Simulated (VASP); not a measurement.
# Li (P1) in VASP: density of states with PBE

Aim: the density of states of Li with PBE.

Everything below comes from runs of VASP 6.6.1. Logs are shortened: lines on timing, memory, paths and dates and some standing lists are left out, and cuts for length are marked.

### Step 1. Starting point

The typed cell holds 8 atoms: a = 4.404 Å, b = 8.317 Å, c = 5.497 Å, α = 89.97°, β = 113.69°, γ = 74.70°.

The cell was built by a generator and needn't be a form met in nature.

### Step 2. Density of states, PBE

File POSCAR:

```
Li
1.0
   -4.4041090000     -0.0034510000     -0.0000290000
   -2.1985600000      4.4412270000      6.6791120000
    2.2054910000      4.4985480000     -2.2622750000
Li
8
Direct
    0.0071730000      0.0300030000      0.0678490000
    0.4441010000      0.5583610000      0.5170290000
    0.8374510000      0.7365000000      0.2684900000
    0.6609100000      0.1118400000      0.3581010000
    0.2627080000      0.2443910000      0.6963830000
    0.7482180000      0.4231140000      0.0701460000
    0.0587150000      0.6193500000      0.9483020000
    0.3334160000      0.8500470000      0.6458470000
```

File INCAR.step1:

```
SYSTEM = Li
ALGO     = Normal         ! electronic algorithm
EDIFF    = 1E-7           ! SCF threshold, eV
ENCUT    = 520            ! plane-wave cutoff, eV
GGA      = PE             ! functional
ISIF     = 2              ! what is computed and relaxed
ISMEAR   = -1             ! smearing method
LASPH    = .True.         ! aspherical terms in the spheres
LCHARG   = .True.         ! write CHGCAR
LREAL    = .False.        ! projectors in reciprocal space
LWAVE    = .False.        ! write WAVECAR
NBANDS   = 22             ! bands
NELM     = 100            ! most SCF steps
PREC     = Accurate       ! precision mode
SIGMA    = 0.1            ! smearing width, eV
```

File KPOINTS.step1:

```
Automatic mesh
0
Gamma
  5 3 4
  0.5 0.5 0
```

File INCAR.step2:

```
SYSTEM = Li
ALGO     = Normal         ! electronic algorithm
EDIFF    = 1E-7           ! SCF threshold, eV
ENCUT    = 520            ! plane-wave cutoff, eV
GGA      = PE             ! functional
ICHARG   = 11             ! starting density
ISIF     = 2              ! what is computed and relaxed
ISMEAR   = -5             ! smearing method
LASPH    = .True.         ! aspherical terms in the spheres
LCHARG   = .False.        ! write CHGCAR
LORBIT   = 11             ! projections on sites
LREAL    = .False.        ! projectors in reciprocal space
LWAVE    = .False.        ! write WAVECAR
NBANDS   = 22             ! bands
NEDOS    = 1001           ! points of the DOS
NELM     = 100            ! most SCF steps
PREC     = Accurate       ! precision mode
SIGMA    = 0.1            ! smearing width, eV
```

File KPOINTS.step2:

```
k-points
0
Gamma
  8 5 6
  0 0 0
```

Potentials or basis: VASP PAW PBE potentials, release 64 (Li_sv).

The run is started by

```bash
cat potpaw_PBE.64/Li_sv/POTCAR > POTCAR
cp INCAR.step1 INCAR
cp KPOINTS.step1 KPOINTS
mpirun -np 1 vasp_std > vasp.out
cp INCAR.step2 INCAR
cp KPOINTS.step2 KPOINTS
mpirun -np 1 vasp_std > vasp.out
```

OUTCAR:

```text
SYSTEM = Li
   EDIFF = 1E-7
   ENCUT = 520
   GGA = PE
   ICHARG = 11
   ISIF = 2
   ISMEAR = -5
   LASPH = .True.
   LORBIT = 11
   LREAL = .False.
   NELM = 100
   PREC = Accurate

 ion  position               nearest neighbor table
   1  0.007  0.030  0.068-   4 2.60
   2  0.444  0.558  0.517-   3 2.48   8 2.51
   3  0.837  0.736  0.268-   7 2.42   2 2.48
   4  0.661  0.112  0.358-   1 2.60
   5  0.263  0.244  0.696-
   6  0.748  0.423  0.070-
   7  0.059  0.619  0.948-   3 2.42
   8  0.333  0.850  0.646-   2 2.51

  LATTYP: Found a triclinic cell.
 ALAT       =     5.4916152030
 B/A-ratio  =     1.0010137382
 C/A-ratio  =     1.5144491975
 COS(alpha) =     0.0004414035
 COS(beta)  =     0.2121047727
 COS(gamma) =     0.6787482812

  Lattice vectors:

 A1 = (   2.1986180000,  -4.4950970000,   2.2623040000)
 A2 = (  -2.2054910000,  -4.4985480000,   2.2622750000)
 A3 = (   2.1985600000,  -4.4412270000,  -6.6791120000)

Analysis of symmetry for initial positions (statically):
=====================================================================
 Subroutine PRICEL returns:
 Original cell was already a primitive cell.

 Routine SETGRP: Setting up the symmetry group for a
 triclinic supercell.

 Subroutine GETGRP returns: Found  1 space group operations
 (whereof  1 operations were pure point group operations)
 out of a pool of  2 trial point group operations.

The static configuration has the point symmetry C_1 .

Analysis of symmetry for dynamics (positions and initial velocities):
=====================================================================
 Subroutine PRICEL returns:
 Original cell was already a primitive cell.

 Routine SETGRP: Setting up the symmetry group for a
 triclinic supercell.

 Subroutine GETGRP returns: Found  1 space group operations
 (whereof  1 operations were pure point group operations)
 out of a pool of  2 trial point group operations.

The dynamic configuration has the point symmetry C_1 .

 Subroutine INISYM returns: Found  1 space group operations
 (whereof  1 operations are pure point group operations),
 and found     1 'primitive' translations

----------------------------------------------------------------------------------------

                                     Primitive cell
[... 121 lines left out ...]
   EFERMI_NEDOS =   21; number of points for ismear=-14 and -15
   IALGO  =     38    algorithm
   IMIX   =      4    mixing-type and parameters
     AMIX     =   0.40;   BMIX     =  1.00
     AMIX_MAG =   1.60;   BMIX_MAG =  1.00
  volume/ion in A,a.u.               =      22.07       148.92
  Fermi-wavevector in a.u.,A,eV,Ry     =   0.841773  1.590719  9.640829  0.708581
  Thomas-Fermi vector in A             =   1.956371
   LORBIT       =     11    0 simple, 1 ext, 2 COOP (PROOUT), +10 PAW based schemes
   GGA     = PE    functional components
   LHFCALC =     F    Hartree Fock is set to
   AEXX    =    0.0000 exact exchange contribution
   IVDW    =     0    specifies the selected vdW correction
   LEPSILON=     F    determine dielectric tensor
   LRPA    =     F    only Hartree local field effects (RPA)
 non-spin polarized calculation
 Fermi weights with tetrahedron method with Bloechl corrections
  energy-cutoff  :      520.00
  volume of cell :      176.54
 maximum number of plane-waves:      4793
 NGX is ok and might be reduce to    36

 number of electron      24.0000012 magnetization

 Free energy of the ion-electron system (eV)
  ---------------------------------------------------
  ext. energy  EPLUGINS =         0.00000000
  ---------------------------------------------------
  free energy    TOTEN  =       -14.21525527 eV

  energy without entropy =      -14.21525527  energy(sigma->0) =      -14.21525527

 E-fermi :   0.3864     XC(G=0):  -6.8098

 val. band max:        0.5182003980   @ k =  -0.2500   0.2000   0.0000
 cond. band min:       0.3075859509   @ k =   0.1250   0.4000   0.1667
 fundamental gap:     -0.2106144471
 Fermi energy:         0.3864059018

 k-point     1 :       0.0000    0.0000    0.0000
  band No.  band energies     occupation
      1     -46.5152      2.00000
      2     -46.4807      2.00000
      3     -46.4030      2.00000
      4     -46.3181      2.00000
      5     -46.3029      2.00000
      6     -46.2768      2.00000
[... 589 lines left out ...]
     21       5.6280      0.00000
     22       5.8843      0.00000

 [... further k-points ...]

------------------------ aborting loop because EDIFF is reached ----------------------------------------

  FORCE on cell =-STRESS in cart. coord.  units (eV):
  Direction    XX          YY          ZZ          XY          YZ          ZX
  --------------------------------------------------------------------------------------
  -------------------------------------------------------------------------------------
  Total        0.0748662      0.6600928     -0.5627545      0.0673317      0.2643048      0.6826135
  in kB        0.6794306      5.9905136     -5.1071435      0.6110523      2.3986345      6.1948953
  external PRESSURE =       0.5209336 kB  Pullay stress =       0.0000000 kB

 VOLUME and BASIS-vectors are now :
 -----------------------------------------------------------------------------
  energy-cutoff  :      520.00
  volume of cell :      176.54
      direct lattice vectors                 reciprocal lattice vectors
    -4.404109000 -0.003451000 -0.000029000    -0.227103256  0.055266714 -0.111504667
    -2.198560000  4.441227000  6.679112000    -0.000044961  0.056435807  0.112179122
     2.205491000  4.498548000 -2.262275000    -0.000129831  0.166619651 -0.110835263

 POSITION                                       TOTAL-FORCE (eV/Angst)
 -----------------------------------------------------------------------------------
      0.05209      0.43845      0.04690        -0.328631     -0.454100     -0.056220
     -2.04316      4.80416      2.55968        -0.411408     -0.398230     -0.710785
     -4.71531      4.47589      4.31174         1.116082      0.322494      0.412345
     -2.36682      2.10536     -0.06315         0.396936      0.302569      0.117264
     -0.15844      4.21720      0.05690         0.187257      0.051944      0.114047
     -4.07077      2.19212      2.66731         0.025945      0.057589     -0.482940
      0.47121      7.01645      1.99139        -0.764956     -0.505927      0.387121
     -1.91287      6.67947      4.21647        -0.221226      0.623660      0.219169
 -----------------------------------------------------------------------------------
    total drift:                                0.000184      0.001626      0.001666

  FREE ENERGIE OF THE ION-ELECTRON SYSTEM (eV)
  ---------------------------------------------------
  free  energy   TOTEN  =       -14.2152552735 eV

  energy  without entropy=      -14.2152552735  energy(sigma->0) =      -14.21525527

 total charge

# of ion       s       p       d       tot
------------------------------------------
    1        2.030   0.037   0.000   2.067
    2        2.039   0.044   0.000   2.083
    3        2.040   0.048   0.000   2.088
    4        2.032   0.037   0.000   2.069
    5        2.026   0.032   0.000   2.059
    6        2.033   0.040   0.000   2.073
    7        2.038   0.046   0.000   2.083
    8        2.033   0.042   0.000   2.074
--------------------------------------------------
tot         16.270   0.326   0.000  16.596
```

Run time: 5.3 min. Hardware: 1 thread of Intel Xeon Platinum 8488C (Sapphire Rapids), shared host; peak memory 0.46 GiB.

Results:

* Valence electrons inside the program's atomic spheres: Li 2.07, 2.08, 2.09, 2.06

Levels at points of the mesh, in eV from the Fermi level:
```
           k point  band 8  band 9  band 10  band 11  band 12  band 13  band 14  band 15  band 16  band 17
(0.00, 0.00, 0.00)  -46.60   -3.42    -1.62    -1.61     0.73     1.17     1.74     2.88     3.11     3.24
(0.50, 0.00, 0.00)  -46.60   -1.55    -1.51    -0.88    -0.79     0.14     0.52     1.14     1.42     2.62
(0.00, 0.00, 0.50)  -46.60   -2.32    -2.26    -0.84    -0.82    -0.36     0.15     2.10     2.41     3.49
(0.50, 0.00, 0.50)  -46.60   -1.62    -1.58    -0.74    -0.33    -0.02     0.25     0.94     1.35     2.24
```

States per cell in windows of 0.5 eV (zero at the Fermi level; states under -8 eV left out):
```tsv
from (eV)	total	Li3_p	Li7_p	Li2_p	Li4_p	Li8_p	Li6_p
-8.0	0.00	0.00	0.00	0.00	0.00	0.00	0.00
-7.5	0.00	0.00	0.00	0.00	0.00	0.00	0.00
-7.0	0.00	0.00	0.00	0.00	0.00	0.00	0.00
-6.5	0.00	0.00	0.00	0.00	0.00	0.00	0.00
-6.0	0.00	0.00	0.00	0.00	0.00	0.00	0.00
-5.5	0.00	0.00	0.00	0.00	0.00	0.00	0.00
-5.0	0.00	0.00	0.00	0.00	0.00	0.00	0.00
-4.5	0.00	0.00	0.00	0.00	0.00	0.00	0.00
-4.0	0.00	0.00	0.00	0.00	0.00	0.00	0.00
-3.5	0.30	0.00	0.00	0.00	0.00	0.00	0.00
-3.0	0.76	0.00	0.00	0.00	0.00	0.00	0.00
-2.5	0.94	0.00	0.00	0.00	0.00	0.00	0.00
-2.0	1.36	0.01	0.01	0.01	0.00	0.01	0.00
-1.5	1.19	0.01	0.01	0.01	0.01	0.01	0.01
-1.0	1.79	0.01	0.01	0.01	0.01	0.01	0.01
-0.5	1.66	0.02	0.02	0.01	0.01	0.01	0.01
0.0	2.25	0.03	0.02	0.03	0.02	0.02	0.02
0.5	1.76	0.02	0.02	0.02	0.02	0.02	0.02
1.0	1.47	0.02	0.02	0.02	0.02	0.02	0.02
1.5	1.42	0.02	0.02	0.02	0.02	0.02	0.02
2.0	1.17	0.02	0.02	0.02	0.02	0.01	0.02
2.5	1.55	0.02	0.02	0.02	0.02	0.01	0.02
3.0	2.29	0.03	0.03	0.03	0.03	0.03	0.03
3.5	1.88	0.03	0.03	0.03	0.02	0.03	0.02
4.0	2.10	0.03	0.03	0.03	0.03	0.03	0.03
4.5	1.63	0.02	0.02	0.02	0.03	0.03	0.02
5.0	1.66	0.03	0.02	0.02	0.03	0.03	0.02
5.5	0.64	0.01	0.01	0.01	0.01	0.01	0.01
6.0	0.19	0.00	0.01	0.00	0.00	0.00	0.00
6.5	0.00	0.00	0.00	0.00	0.00	0.00	0.00
7.0	0.00	0.00	0.00	0.00	0.00	0.00	0.00
7.5	0.00	0.00	0.00	0.00	0.00	0.00	0.00
```

Caveat: the cutoff is under 1.25 times the usual one of these potentials, so pressure, stress and relaxed cells hold a basis-set (Pulay) error; tetrahedron occupations give inexact forces and stress in metals.
